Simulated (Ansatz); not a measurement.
# Silicon, hcp: HSE06 after PBE

Aim: see what exact exchange does to the levels, and what it costs. Spin polarisation is left out. The cell comes from an earlier PBE relaxation. Exact exchange is dear, so the k-mesh is coarse, and PBE is run on the same mesh for comparison.

Method: DFT, plane waves (420 eV) with PBE-made PAW files, scalar-relativistic; functionals as named at each step, in Ansatz 0.2.0.

### 1 Starting point

It takes space group P6_3/mmc (No. 194, hexagonal). Conventional cell: a = 2.701 Å, b = 2.701 Å, c = 4.554 Å, α = 90.00°, β = 90.00°, γ = 120.00°. Si (site symmetry -6m2) has 12 Si at 2.70 to 2.76 Å as nearest neighbours.

Structure file:

```
Si
1.0
     2.70133    0.00000    0.00000
    -1.35067    2.33942    0.00000
     0.00000    0.00000    4.55350
Si
2
Cartesian
  0.0000 1.5596 1.1384
  1.3507 0.7798 3.4151
```

### 2 PBE, coarse mesh

The run with PBE.

input.yaml reads:

```yaml
crystal:
  lattice:
    - [2.7013333992, 0.0, 0.0]
    - [-1.3506666996, 2.3394233478, 0.0]
    - [0.0, 0.0, 4.5535026513]
  atoms:
    - { symbol: Si, position: [0.3333333333, 0.6666666667, 0.25] }
    - { symbol: Si, position: [0.6666666667, 0.3333333333, 0.75] }
hamiltonian:
  xc: pbe
  pseudopotentials:
    kind: paw
    azcp:
      Si: "pseudopotentials/Si.paw.azcp"
basis:
  ecutwfc: 420
  fft_grid_basis: typed
kpoints:
  mp_grid: { grid: [7, 7, 4], shift: [0, 0, 0] }
magnetization:
  spin_polarized: false
scf:
  occupations: { method: fermi_dirac, width: 0.1 }
```

Command:

```bash
> ansatz run input.yaml --threads 4 --pin off --max-ram 8192MiB --backend cpu --events-out ev --progress --plain --runs-dir out
```

### 3 HSE06 on the coarse mesh

The run with HSE06.

input.yaml: that of step 2 with these lines changed.

```diff
@@ -9,3 +9,3 @@
 hamiltonian:
-  xc: pbe
+  xc: hse06
   pseudopotentials:
```

(Steps that only read results are left out.)

Before running it: what results should come out? Wanted: PBE: gap; HSE06: gap; HSE06: relative to diamond.

As calculated:

```
                         quantity                         value
                         PBE: gap  none (levels filled in part)
                       HSE06: gap  none (levels filled in part)
HSE06: SCF cycles, exchange loops                         12, 2
 HSE06: CPU time over that of PBE                            16
       HSE06: relative to diamond                 +647 meV/atom
```

What this shows: Both PBE and HSE06 leave levels filled in part. The hybrid took 16 times as much CPU time as PBE on the same settings. HSE06 needed 2 outer loops of the exchange operator. To compare with dense-mesh energies, the change of PBE from this mesh and smearing to its dense run (-16.9 meV/atom, from a run not shown) is added. Under HSE06 it lies 647 meV/atom above diamond (computed apart in the same way); on such meshes a few tens of meV are uncertain for metals. Absolute energies differ from functional to functional, by eV per atom at times, and say nothing by themselves.
